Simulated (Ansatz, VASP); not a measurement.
**Si2W in VASP and in Ansatz**

File INCAR:

```
  PREC = Accurate
  ENCUT = 520
  EDIFF = 1E-6
  ISMEAR = -1
  SIGMA = 0.05
  LREAL = False
  LASPH = True
  NELM = 150
  ALGO = Normal
  ISIF = 2
  LWAVE = False
  LCHARG = False
  LMAXMIX = 4
  LDAU = True
  LDAUTYPE = 2
  LDAUL = 2 -1
  LDAUU = 8 0
  LDAUJ = 0 0
  LDAUPRINT = 1
  NBANDS = 43
```

File KPOINTS:

```
regular mesh
0
Gamma
  5 5 3
```

File POSCAR:

```
Si2W
1.0
    4.6168523821      0.0000000000      0.0000000000
   -2.3084261911      3.9983114484      0.0000000000
    0.0000000000      0.0000000000      6.6532220000
W Si
3 6
Direct
    0.5000000000      0.0000000000      0.5000000000
    0.5000000000      0.5000000000      0.8333333333
    0.0000000000      0.5000000000      0.1666666667
    0.3272520000      0.1636260000      0.1666666667
    0.8363740000      0.1636260000      0.8333333333
    0.1636260000      0.3272520000      0.5000000000
    0.6727480000      0.8363740000      0.1666666667
    0.1636260000      0.8363740000      0.8333333333
    0.8363740000      0.6727480000      0.5000000000
```

Contents of input.yaml:

```yaml
crystal:
  lattice:
    - [4.6168523821, 0.0, 0.0]
    - [-2.3084261911, 3.9983114484, 0.0]
    - [0.0, 0.0, 6.653222]
  atoms:
    - { symbol: W, position: [0.5, 0.0, 0.5] }
    - { symbol: W, position: [0.5, 0.5, 0.8333333333] }
    - { symbol: W, position: [0.0, 0.5, 0.1666666667] }
    - { symbol: Si, position: [0.327252, 0.163626, 0.1666666667] }
    - { symbol: Si, position: [0.836374, 0.163626, 0.8333333333] }
    - { symbol: Si, position: [0.163626, 0.327252, 0.5] }
    - { symbol: Si, position: [0.672748, 0.836374, 0.1666666667] }
    - { symbol: Si, position: [0.163626, 0.836374, 0.8333333333] }
    - { symbol: Si, position: [0.836374, 0.672748, 0.5] }
hamiltonian:
  xc: lda
  pseudopotentials: { kind: paw }
  hubbard: { sites: [{ species: W, l: d, u_eff: 8.0 }] }
kpoints:
  mp_grid: { grid: [5, 5, 3] }
scf:
  occupations: { method: fermi_dirac, width: 0.05 }
output:
  forces: true
  stress: true
  eigenvalues: true
```

Measurements of this composition are mostly on another form, of space group No. 139.

Alike in both runs: task single point; functional LDA; k mesh 5 × 5 × 3; occupations fermi-dirac, width 0.05 eV; no spin polarisation; Hubbard terms W d U = 8.0 eV.

|  | VASP | Ansatz |
| --- | --- | --- |
| version | VASP 6.6.1 | Ansatz 0.2.0 |
| potentials or method | VASP PAW LDA potentials, release 64 (W_sv, Si) | Ansatz PAW |
| plane-wave cutoff (eV) | 520 | 420 |
| valence electrons in the cell | 66 | 66 |

|  | VASP | Ansatz | Ansatz less VASP |
| --- | --- | --- | --- |
| gap on the k mesh at the Fermi level (eV) | 0.63 | 1.16 | +0.524 |
| least direct gap on the mesh (eV) | 1.27 | 1.71 | +0.436 |
| pressure (GPa) | -1.1 | -10.1 | -9.00 |
| largest component of the traceless stress (GPa) | 0.92 | 0.82 | -0.101 |
| rms of the force components (eV/Å) | 0.050 | 0.010 | -0.0397 |

The programs project onto different local orbitals, so the same U acts differently. Atom by atom the forces differ by 0.040 eV/Å (rms over components).

Caveats: spin-orbit coupling is left out, which moves the levels of the heavy elements; the U is typed as a test and isn't derived for this compound; an odd mesh through Γ misses points on the zone boundary, where band edges often lie (VASP); odd divisions of the mesh miss points on the zone boundary, where band edges often lie, so the gap on the mesh can be too wide (Ansatz); the PAW data sets come from PBE, with cores solved anew for the run's functional, which leaves a small shift of forces and pressure (Ansatz).
